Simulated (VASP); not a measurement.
# SiC (Imm2) in VASP: a series of runs

One crystal, SiC, is run at these levels: r2SCAN; tasks: single point, relaxation of the atoms.

All numbers are computed with VASP 6.6.1; they aren't measurements. Logs are shortened: lines on timing, memory, paths and dates and some standing lists are left out, and cuts for length are marked.

## (1) The cell of the first run

It takes space group Imm2 (No. 44, orthorhombic). The conventional cell has a = 3.050 Å, b = 3.090 Å, c = 4.313 Å, α = 90.00°, β = 90.00°, γ = 90.00°. Si (site symmetry mm2) is surrounded by 4 C at 1.87 to 1.88 Å. C (site symmetry mm2) is surrounded by 4 Si at 1.87 to 1.88 Å.

The cell was built by a generator and isn't the measured one.

## (2) Single point, r2SCAN (strained cell)

POSCAR reads:

```
SiC
1.0
    0.0141589368      2.1706814528      2.1565225160
    2.1706814528      0.0141589368      2.1565225160
    2.1848403895      2.1848403895     -0.0000000001
Si C
1 1
Direct
    0.0006354580      0.0006354580     -0.0006354580
    0.2493645420      0.2493645420      0.2506354580
```

INCAR.step1 reads:

```
SYSTEM = SiC
ALGO = Normal ; EDIFF = 1E-4
ENCUT = 520 ; GGA = PE
ISMEAR = 0 ; LASPH = .TRUE.
LCHARG = .FALSE. ; LREAL = .FALSE.
LWAVE = .TRUE. ; NBANDS = 11
NELM = 100 ; PREC = Accurate
SIGMA = 0.02
```

INCAR.step2 reads:

```
SYSTEM = SiC
ALGO = Normal ; EDIFF = 1E-7
ENCUT = 520 ; ISIF = 2
ISMEAR = 0 ; ISTART = 1
LASPH = .TRUE. ; LCHARG = .FALSE.
LMIXTAU = .TRUE. ; LREAL = .FALSE.
LWAVE = .FALSE. ; METAGGA = R2SCAN
NBANDS = 11 ; NELM = 100
PREC = Accurate ; SIGMA = 0.02
```

KPOINTS reads:

```
k-points
0
G
  10 10 10
  0 0 0
```

Potentials or basis: VASP PAW PBE potentials, release 64 (Si, C).

Started as:

```bash
$ cat potpaw_PBE.64/Si/POTCAR potpaw_PBE.64/C/POTCAR > POTCAR
$ cp INCAR.step1 INCAR
$ mpirun -np 1 vasp_std > vasp.out
$ cp INCAR.step2 INCAR
$ mpirun -np 1 vasp_std > vasp.out
```

OUTCAR:

```text
SYSTEM = SiC
   EDIFF = 1E-7
   ENCUT = 520
   ISIF = 2
   ISMEAR = 0
   ISTART = 1
   LASPH = .TRUE.
   LREAL = .FALSE.
   METAGGA = R2SCAN
   NELM = 100
   PREC = Accurate

 ion  position               nearest neighbor table
   1  0.001  0.001  0.999-   2 1.87   2 1.87   2 1.88   2 1.88
   2  0.249  0.249  0.251-   1 1.87   1 1.87   1 1.88   1 1.88

  LATTYP: Found a body centered orthorhombic cell.
 ALAT       =     3.0497833897
 B/A-ratio  =     1.0131312673
 C/A-ratio  =     1.4142135624

  Lattice vectors:

 A1 = (   2.1706814527,   0.0141589367,  -2.1565225161)
 A2 = (  -2.1706814528,  -0.0141589368,  -2.1565225160)
 A3 = (   0.0141589368,   2.1706814528,   2.1565225160)

Analysis of symmetry for initial positions (statically):
=====================================================================
 Subroutine PRICEL returns:
 Original cell was already a primitive cell.

 Routine SETGRP: Setting up the symmetry group for a
 body centered orthorhombic supercell.

 Subroutine GETGRP returns: Found  4 space group operations
 (whereof  4 operations were pure point group operations)
 out of a pool of  8 trial point group operations.

The static configuration has the point symmetry C_2v.

Analysis of symmetry for dynamics (positions and initial velocities):
=====================================================================
 Subroutine PRICEL returns:
 Original cell was already a primitive cell.

 Routine SETGRP: Setting up the symmetry group for a
 body centered orthorhombic supercell.

 Subroutine GETGRP returns: Found  4 space group operations
 (whereof  4 operations were pure point group operations)
 out of a pool of  8 trial point group operations.

The dynamic configuration has the point symmetry C_2v.

 Subroutine INISYM returns: Found  4 space group operations
 (whereof  4 operations are pure point group operations),
 and found     1 'primitive' translations

----------------------------------------------------------------------------------------

                                     Primitive cell

  volume of cell :      20.3216

  direct lattice vectors                    reciprocal lattice vectors
     0.014158937  2.170681453  2.156522516    -0.231854755  0.231854755  0.231854755
     2.170681453  0.014158937  2.156522516     0.231854755 -0.231854755  0.231854755
     2.184840390  2.184840390 -0.000000000     0.228849669  0.228849669 -0.231854755

  length of vectors
     3.059844409  3.059844409  3.089830910     0.401584216  0.401584216  0.398121802

  position of ions in fractional coordinates (direct lattice)
[... 90 lines left out ...]
   NELECT =       8.0000    total number of electrons
   NUPDOWN=      -1.0000    fix difference up-down
   EMIN   =  10.00;   EMAX   =-10.00  energy-range for DOS
   EFERMI =   0.00;   METHOD = LEGACY
   ISMEAR =     0;   SIGMA  =   0.02  broadening in eV -4-tet -1-fermi 0-gaus
   EFERMI_NEDOS =   21; number of points for ismear=-14 and -15
   IALGO  =     38    algorithm
   IMIX   =      4    mixing-type and parameters
     AMIX     =   0.40;   BMIX     =  1.00
     AMIX_MAG =   1.60;   BMIX_MAG =  1.00
  volume/ion in A,a.u.               =      10.16        68.57
  Fermi-wavevector in a.u.,A,eV,Ry     =   1.199828  2.267346 19.586767  1.439587
  Thomas-Fermi vector in A             =   2.335680
   LORBIT       =      0    0 simple, 1 ext, 2 COOP (PROOUT), +10 PAW based schemes
   METAGGA = R2SCAN    functional components
   LHFCALC =     F    Hartree Fock is set to
   AEXX    =    0.0000 exact exchange contribution
   IVDW    =     0    specifies the selected vdW correction
   LEPSILON=     F    determine dielectric tensor
   LRPA    =     F    only Hartree local field effects (RPA)
 non-spin polarized calculation
 Gauss-broadening in eV      SIGMA  =   0.02
  energy-cutoff  :      520.00
  volume of cell :       20.32
 maximum number of plane-waves:       560
   NGX = 11   NGY = 11   NGZ = 11

 number of electron       8.0000000 magnetization

 Free energy of the ion-electron system (eV)
  ---------------------------------------------------
  ext. energy  EPLUGINS =         0.00000000
  ---------------------------------------------------
  free energy    TOTEN  =       -19.31961303 eV

  energy without entropy =      -19.31961303  energy(sigma->0) =      -19.31961303

 E-fermi :   8.3178     XC(G=0): -12.0157

 val. band max:        8.2372091609   @ k =   0.0000   0.0000   0.0000
 cond. band min:       9.8479534907   @ k =   0.5000   0.5000   0.0000
 fundamental gap:      1.6107443298
 Fermi energy:         8.3178200441

 k-point     1 :       0.0000    0.0000    0.0000
  band No.  band energies     occupation
      1      -8.1389      2.00000
      2       8.1051      2.00000
      3       8.2146      2.00000
      4       8.2372      2.00000
      5      15.1961      0.00000
      6      16.0309      0.00000
      7      16.2098      0.00000
      8      16.3246      0.00000
      9      23.4037      0.00000
     10      23.6073      0.00000
     11      26.2471      0.00000
[... 309 lines left out ...]
 k-point    24 :       0.4000    0.3000    0.0000
  band No.  band energies     occupation
      1      -4.8291      2.00000
      2       2.3842      2.00000
      3       4.9357      2.00000
      4       5.2549      2.00000
      5      11.4295      0.00000
      6      14.4253      0.00000
      7      20.9155      0.00000
      8      21.1268      0.00000
      9      23.3002      0.00000
     10      27.3966      0.00000
     11      31.0305      0.00000

 [... further k-points ...]

------------------------ aborting loop because EDIFF is reached ----------------------------------------

  FORCE on cell =-STRESS in cart. coord.  units (eV):
  Direction    XX          YY          ZZ          XY          YZ          ZX
  --------------------------------------------------------------------------------------
  -------------------------------------------------------------------------------------
  Total        0.4050241      0.4050241      0.6303288     -0.4442462      0.0000000      0.0000000
  in kB       31.9325612     31.9325612     49.6958363    -35.0248747      0.0000000      0.0000000
  external PRESSURE =      37.8536529 kB  Pullay stress =       0.0000000 kB

 VOLUME and BASIS-vectors are now :
 -----------------------------------------------------------------------------
  energy-cutoff  :      520.00
  volume of cell :       20.32
      direct lattice vectors                 reciprocal lattice vectors
     0.014158937  2.170681453  2.156522516    -0.231854755  0.231854755  0.231854755
     2.170681453  0.014158937  2.156522516     0.231854755 -0.231854755  0.231854755
     2.184840390  2.184840390 -0.000000000     0.228849669  0.228849669 -0.231854755

 POSITION                                       TOTAL-FORCE (eV/Angst)
 -----------------------------------------------------------------------------------
      2.18484      2.18484      0.00274        -0.000000     -0.000000     -0.000827
      1.09242      1.09242      1.07552         0.000000      0.000000      0.000827
 -----------------------------------------------------------------------------------
    total drift:                               -0.000001     -0.000001      0.000050

  FREE ENERGIE OF THE ION-ELECTRON SYSTEM (eV)
  ---------------------------------------------------
  free  energy   TOTEN  =       -19.3196130325 eV

  energy  without entropy=      -19.3196130325  energy(sigma->0) =      -19.31961303
```

OSZICAR.step1:

```text
N       E                     dE             d eps       ncg     rms          rms(c)
DAV:   1     0.287658487581E+01    0.28766E+01   -0.40059E+03  3906   0.615E+02
DAV:   2    -0.163838735064E+02   -0.19260E+02   -0.18444E+02  4715   0.109E+02
DAV:   3    -0.169466440798E+02   -0.56277E+00   -0.56178E+00  4639   0.156E+01
DAV:   4    -0.169487235980E+02   -0.20795E-02   -0.20794E-02  4297   0.120E+00
DAV:   5    -0.169487328014E+02   -0.92035E-05   -0.92034E-05  4664   0.738E-02    0.900E+00
DAV:   6    -0.151051629025E+02    0.18436E+01   -0.65218E+00  4245   0.115E+01    0.401E+00
DAV:   7    -0.150498856740E+02    0.55277E-01   -0.40940E-01  4491   0.364E+00    0.182E+00
DAV:   8    -0.150419965760E+02    0.78891E-02   -0.20723E-02  4290   0.957E-01    0.172E-01
DAV:   9    -0.150420977973E+02   -0.10122E-03   -0.16264E-03  4703   0.231E-01    0.113E-01
DAV:  10    -0.150422051477E+02   -0.10735E-03   -0.23033E-04  4152   0.930E-02    0.266E-02
DAV:  11    -0.150422073843E+02   -0.22366E-05   -0.38051E-05  2301   0.332E-02
   1 F= -.15042207E+02 E0= -.15042207E+02  d E =-.273006E-41
```

It took 51 s on 1 thread of Intel Xeon 6975P-C (Granite Rapids), shared host; peak memory 0.16 GiB.

What came out:

- Free energy: -19.3196 eV
- Pressure: 3.8 GPa
- Band gap on the k mesh: 1.61 eV, indirect (least direct gap 4.96 eV)

Caveat: the PAW data sets were made with another functional, which shifts forces and pressure a little.

## (3) Relaxation of the atoms, r2SCAN (strained cell)

POSCAR reads:

```
SiC
1.0
    0.0141589368      2.1706814528      2.1565225160
    2.1706814528      0.0141589368      2.1565225160
    2.1848403895      2.1848403895      0.0000000000
Si C
1 1
Direct
    0.0002546036      0.0002546036     -0.0002546036
    0.2497453964      0.2497453964      0.2502546036
```

INCAR.step1 reads:

```
PREC = Accurate
ENCUT = 520
ISMEAR = 0
SIGMA = 0.02
LREAL = False
LASPH = True
NELM = 100
GGA = PE
ALGO = Normal
EDIFF = 1E-4
LWAVE = True
LCHARG = False
```

INCAR.step2 reads:

```
PREC = Accurate
ENCUT = 520
EDIFF = 1E-6
ISMEAR = 0
SIGMA = 0.02
LREAL = False
LASPH = True
NELM = 100
ALGO = Normal
ISIF = 2
LWAVE = False
LCHARG = False
METAGGA = R2SCAN
LMIXTAU = True
IBRION = 2
NSW = 60
EDIFFG = -0.002
ISTART = 1
```

KPOINTS reads:

```
regular mesh
0
Gamma
  10 10 10
```

Potentials or basis: VASP PAW PBE potentials, release 64 (Si, C).

Started as:

```bash
$ cat potpaw_PBE.64/Si/POTCAR potpaw_PBE.64/C/POTCAR > POTCAR
$ cp INCAR.step1 INCAR
$ mpirun -np 1 vasp_std > vasp.out
$ cp INCAR.step2 INCAR
$ mpirun -np 1 vasp_std > vasp.out
```

Wall time 68 s (1 thread of Intel Xeon 6975P-C (Granite Rapids), shared host); peak memory 0.15 GiB.

Results (log left out):

- Free energy: -19.3196 eV
- Energy gained by relaxing: 0.1 meV/atom
- Ionic steps: 3
- Pressure after relaxing: 3.8 GPa
- Band gap on the k mesh: 1.61 eV, indirect (least direct gap 4.96 eV)

Stress tensor (GPa, compression positive):
```
 3.19 -3.51  0.00
-3.51  3.19  0.00
 0.00  0.00  4.97
```

The path:
```
step  energy change (eV)  largest force (eV/Å)  pressure (GPa)
   1              0.0000                0.0662            3.80
   2              0.0000                0.0641            3.77
   3             -0.0001                0.0001            3.79
```

Final structure:
```cif
data_structure
_symmetry_space_group_name_H-M 'P 1'
_symmetry_Int_Tables_number 1
_cell_length_a 3.0598
_cell_length_b 3.0598
_cell_length_c 3.0898
_cell_angle_alpha 59.675
_cell_angle_beta 59.675
_cell_angle_gamma 59.783
_cell_volume 20.32
loop_
_atom_site_label
_atom_site_type_symbol
_atom_site_fract_x
_atom_site_fract_y
_atom_site_fract_z
_atom_site_occupancy
Si1 Si 0.00063 0.00063 0.99937 1
C1 C 0.24937 0.24937 0.25063 1
```

Levels at points of the mesh, in eV from the valence-band top:
| k point | band 2 | band 3 | band 4 | band 5 | band 6 | band 7 |
| --- | --- | --- | --- | --- | --- | --- |
| (0.00, 0.00, 0.00) | -0.13 | -0.02 | 0.00 | 6.96 | 7.79 | 7.97 |
| (0.50, 0.00, 0.00) | -8.95 | -1.27 | -1.14 | 6.00 | 7.61 | 7.83 |
| (0.50, 0.50, 0.00) | -8.10 | -3.59 | -3.35 | 1.61 | 4.77 | 15.26 |
| (0.00, 0.00, 0.50) | -8.99 | -1.14 | -1.10 | 6.22 | 7.84 | 7.84 |
| (0.50, 0.00, 0.50) | -8.19 | -3.40 | -3.39 | 1.68 | 4.88 | 15.17 |

Caveat: the PAW data sets were made with another functional, which shifts forces and pressure a little. A k mesh can miss the band edges.

## (4) Single point, r2SCAN (strained cell)

POSCAR reads:

```
SiC
1.0
    0.0140862111      2.1706087271      2.1565225160
    2.1706087271      0.0140862111      2.1565225160
    2.1846949383      2.1846949383      0.0000000001
Si C
1 1
Direct
    0.0006354580      0.0006354580     -0.0006354580
    0.2493645420      0.2493645420      0.2506354580
```

Changes to INCAR.step1 since step 3:

```diff
@@ -7,2 +7,3 @@
 NELM = 100
+NBANDS = 11
 GGA = PE
```

Changes to INCAR.step2 since step 3:

```diff
@@ -14,5 +14,3 @@
 LMIXTAU = True
-IBRION = 2
-NSW = 60
-EDIFFG = -0.002
+NBANDS = 11
 ISTART = 1
```

KPOINTS reads:

```
Automatic mesh
0
Gamma
  10 10 10
```

Started as:

```bash
$ cat potpaw_PBE.64/Si/POTCAR potpaw_PBE.64/C/POTCAR > POTCAR
$ cp INCAR.step1 INCAR
$ mpirun -np 1 vasp_std > vasp.out
$ cp INCAR.step2 INCAR
$ mpirun -np 1 vasp_std > vasp.out
```

Wall time 42 s (1 thread of Intel Xeon 6975P-C (Granite Rapids), shared host); peak memory 0.16 GiB.

Results (log left out):

| Item | Value |
| --- | --- |
| Free energy | -19.3196 eV |
| Pressure | 3.8 GPa |
| Band gap on the k mesh | 1.61 eV, indirect (least direct gap 4.96 eV) |

Stress tensor (GPa, compression positive):
```
 3.22 -3.48  0.00
-3.48  3.22  0.00
 0.00  0.00  4.99
```

Levels at points of the mesh, in eV from the valence-band top:
| k point | band 1 | band 2 | band 3 | band 4 | band 5 | band 6 | band 7 | band 8 | band 9 |
| --- | --- | --- | --- | --- | --- | --- | --- | --- | --- |
| (0.00, 0.00, 0.00) | -16.38 | -0.13 | -0.02 | 0.00 | 6.96 | 7.80 | 7.97 | 8.09 | 15.17 |
| (0.50, 0.00, 0.00) | -12.64 | -8.95 | -1.27 | -1.14 | 6.00 | 7.61 | 7.83 | 10.98 | 17.62 |
| (0.50, 0.50, 0.00) | -11.17 | -8.10 | -3.59 | -3.35 | 1.61 | 4.77 | 15.26 | 15.31 | 16.28 |
| (0.00, 0.00, 0.50) | -12.73 | -8.99 | -1.14 | -1.10 | 6.22 | 7.84 | 7.84 | 11.04 | 17.53 |
| (0.50, 0.00, 0.50) | -11.22 | -8.19 | -3.40 | -3.39 | 1.68 | 4.88 | 15.17 | 15.42 | 16.20 |

Caveat: the PAW data sets were made with another functional, which shifts forces and pressure a little. A k mesh can miss the band edges.

## (5) Relaxation of the atoms, r2SCAN (strained cell)

Changes to POSCAR since step 4:

```diff
@@ -4,3 +4,3 @@
     2.1706087271      0.0140862111      2.1565225160
-    2.1846949383      2.1846949383      0.0000000001
+    2.1846949383      2.1846949383      0.0000000000
 Si C
```

INCAR.step1 reads:

```
ALGO = Normal ; EDIFF = 1E-4
ENCUT = 520 ; GGA = PE
ISMEAR = 0 ; LASPH = T
LCHARG = F ; LREAL = F
LWAVE = T ; NELM = 100
PREC = Accurate ; SIGMA = 0.02
```

INCAR.step2 reads:

```
ALGO = Normal ; EDIFF = 1E-6
EDIFFG = -0.002 ; ENCUT = 520
IBRION = 2 ; ISIF = 2
ISMEAR = 0 ; ISTART = 1
LASPH = T ; LCHARG = F
LMIXTAU = T ; LREAL = F
LWAVE = F ; METAGGA = R2SCAN
NELM = 100 ; NSW = 60
PREC = Accurate ; SIGMA = 0.02
```

KPOINTS reads:

```
k-points
0
Gamma
  10 10 10
```

Started as:

```bash
$ cat potpaw_PBE.64/Si/POTCAR potpaw_PBE.64/C/POTCAR > POTCAR
$ cp INCAR.step1 INCAR
$ mpirun -np 1 vasp_std > vasp.out
$ cp INCAR.step2 INCAR
$ mpirun -np 1 vasp_std > vasp.out
```

Run time: 35 s. Hardware: 1 thread of Intel Xeon 6975P-C (Granite Rapids), shared host; peak memory 0.15 GiB.

It converged, with:

```yaml
Free_energy: -19.3196 eV
Pressure_after_relaxing: 3.8 GPa
Band_gap_on_the_k_mesh: 1.61 eV, indirect (least direct gap 4.96 eV)
```

Stress tensor (GPa, compression positive):
```
 3.22 -3.48  0.00
-3.48  3.22  0.00
 0.00  0.00  4.98
```

Final structure:
```cif
data_structure
_symmetry_space_group_name_H-M 'P 1'
_symmetry_Int_Tables_number 1
_cell_length_a 3.0598
_cell_length_b 3.0598
_cell_length_c 3.0896
_cell_angle_alpha 59.677
_cell_angle_beta 59.677
_cell_angle_gamma 59.784
_cell_volume 20.32
loop_
_atom_site_label
_atom_site_type_symbol
_atom_site_fract_x
_atom_site_fract_y
_atom_site_fract_z
_atom_site_occupancy
Si1 Si 0.00064 0.00064 0.99936 1
C1 C 0.24936 0.24936 0.25064 1
```

Levels at points of the mesh, in eV from the valence-band top:
| k point | band 2 | band 3 | band 4 | band 5 | band 6 | band 7 |
| --- | --- | --- | --- | --- | --- | --- |
| (0.00, 0.00, 0.00) | -0.13 | -0.02 | 0.00 | 6.96 | 7.80 | 7.97 |
| (0.50, 0.00, 0.00) | -8.95 | -1.27 | -1.14 | 6.00 | 7.61 | 7.83 |
| (0.50, 0.50, 0.00) | -8.10 | -3.59 | -3.35 | 1.61 | 4.77 | 15.26 |
| (0.00, 0.00, 0.50) | -8.99 | -1.14 | -1.10 | 6.22 | 7.84 | 7.84 |
| (0.50, 0.00, 0.50) | -8.19 | -3.40 | -3.39 | 1.68 | 4.88 | 15.17 |

Caveat: the relaxation stopped at its first step, so nothing moved; the PAW data sets were made with another functional, which shifts forces and pressure a little. A k mesh can miss the band edges.
